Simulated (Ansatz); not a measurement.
# AgI (F-43m): equation of state with a fit, by script

Where is the equilibrium volume of AgI (F-43m), and how stiff is it? Wanted for AgI (F-43m): an equation of state with a fit.

The COD entry's cell or inner coordinates are ideal or old and differ from later refinements, so a difference from it is no clean test against experiment.

All numbers are computed with Ansatz 0.2.0 through its Python package. Level of theory: DFT PBEsol, plane waves, PAW.

## 1. The structure

Symmetry: F-43m, No. 216, cubic system. Conventional cell: a = 6.473 Å, b = 6.473 Å, c = 6.473 Å, α = 90.00°, β = 90.00°, γ = 90.00°. Around Ag (site symmetry -43m) lie 4 I at 2.80 Å. I (site symmetry -43m) has 4 Ag at 2.80 Å as nearest neighbours.

The script holds or builds the structure itself.

## 2. Script

Input file run_eos.py:

```python
"""Bulk modulus of AgI from an E(V) curve."""

import ansatz
import numpy as np
from scipy.optimize import curve_fit

config = {
    "xc": "PBEsol",
    "mesh": (5, 5, 5),
}

VECTORS = np.array([
    [0.0, 3.2365, 3.2365],
    [3.2365, 0.0, 3.2365],
    [3.2365, 3.2365, 0.0],
])
SITES = [
    ("Ag", (0.0, 0.0, 0.0)),
    ("I", (0.25, 0.25, 0.25)),
]


def on_lattice(cell):
    crystal = ansatz.Crystal(lattice=ansatz.Lattice.of(cell))
    for symbol, position in SITES:
        crystal = crystal.atom(symbol, position)
    return crystal

def vinet(v, e0, v0, b0, b1):
    eta = (v / v0) ** (1 / 3)
    return e0 + 2 * b0 * v0 / (b1 - 1) ** 2 * (2 - (5 + 3 * b1 * (eta - 1) - 3 * eta) * np.exp(-1.5 * (b1 - 1) * (eta - 1)))

# scale the volume, keep shape and fractions
volumes, energies = [], []
for scale in np.linspace(0.95, 1.07, 5):
    cell = VECTORS * scale ** (1 / 3)
    setup = (
        on_lattice(cell).calculation()
        .basis(16 * ansatz.Ha)
        .functional(config["xc"])
        .occupations(ansatz.OccupationsMethod.FIXED)
        .kpoints(*config["mesh"])
    )
    summary = setup.run(threads=1).report
    volumes.append(abs(np.linalg.det(cell)) / len(SITES))
    energies.append(summary["free_energy_ev"] / len(SITES))
    print(f"V = {volumes[-1]:8.4f} A^3/atom  F = {energies[-1]:.5f} eV/atom")

guess = (min(energies), volumes[int(np.argmin(energies))], 0.5, 4.5)
(e0, v0, b0, b1), _ = curve_fit(vinet, np.array(volumes), np.array(energies), p0=guess, maxfev=20000)
print(f"Vinet fit: V0 = {v0:.4f} A^3/atom, B0 = {160.21766 * b0:.1f} GPa, B1 = {b1:.2f}")
print("largest residual", round(1000 * float(np.abs(vinet(np.array(volumes), e0, v0, b0, b1) - energies).max()), 3), "meV/atom")
```

## 3. Launch

Launch:

```sh
python run_eos.py
```

**Question.** Estimate the equilibrium volume and the bulk modulus.

As calculated:

| quantity | value |
| --- | --- |
| runs compared | 5 |
| range of energy | 19.02 meV/atom |
| lowest point, volume (Å³/atom) | 33.224 |
| equilibrium volume (fit) | 33.59 Å³/atom |
| bulk modulus (fit) | 34 GPa |

What this shows: A third-order Birch-Murnaghan fit through the 5 points (the script's own form differs a little) has its minimum at 33.59 Å³ an atom, 0.9 % below the typed cell, with a bulk modulus of 34 GPa and dB/dP = 5.4. From that minimum the energy rises by 6.7 meV an atom on the compressed side and 19.5 meV on the expanded side. Notes:
- For a gap this small the mesh is coarse, and bands can meet between its points.
- Of the deposited cell: the entry's cell lengths or inner coordinates differ somewhat from later room-temperature determinations.
